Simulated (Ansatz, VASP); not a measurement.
# MgTe: VASP beside Ansatz

```
Mg Te
1.0
     4.52000    0.00000    0.00000
    -2.26000    3.91443    0.00000
     0.00000    0.00000    7.33000
Mg Te
2 2
Direct
  0.33333 0.66667 0.00000
  0.66667 0.33333 0.50000
  0.33333 0.66667 0.38500
  0.66667 0.33333 0.88500
```

Alike in both runs: task single point; functional PBE; k mesh 6 × 6 × 4; occupations gaussian, width 0.1 eV; no spin polarisation.

```csv
,VASP,Ansatz
version,VASP 6.6.1,Ansatz 0.2.0
potentials or method,"VASP PAW PBE potentials, release 64 (Mg, Te)","scalar-relativistic, plane waves, PAW"
plane-wave cutoff (eV),520,420
valence electrons in the cell,16,52
```

Ansatz gave:

| Property | Result |
| --- | --- |
| gap on the k mesh at the Fermi level (eV) | 2.56 |
| least direct gap on the mesh (eV) | 2.56 |
| pressure (GPa) | 2.4 |
| largest component of the traceless stress (GPa) | 0.92 |
| rms of the force components (eV/Å) | 0.135 |

What did VASP give for the same quantities?

gap on the k mesh at the Fermi level (eV): 2.55; least direct gap on the mesh (eV): 2.55; pressure (GPa): 2.4; largest component of the traceless stress (GPa): 0.93; rms of the force components (eV/Å): 0.136.

Atom by atom the forces differ by 0.001 eV/Å (rms over components). The two sets of potentials don't hold the same shells in valence.

Caveats: spin-orbit coupling is left out, which moves the levels of the heavy elements. A k mesh can miss the band edges. As with any semilocal functional, this PBE gap is likely too small.
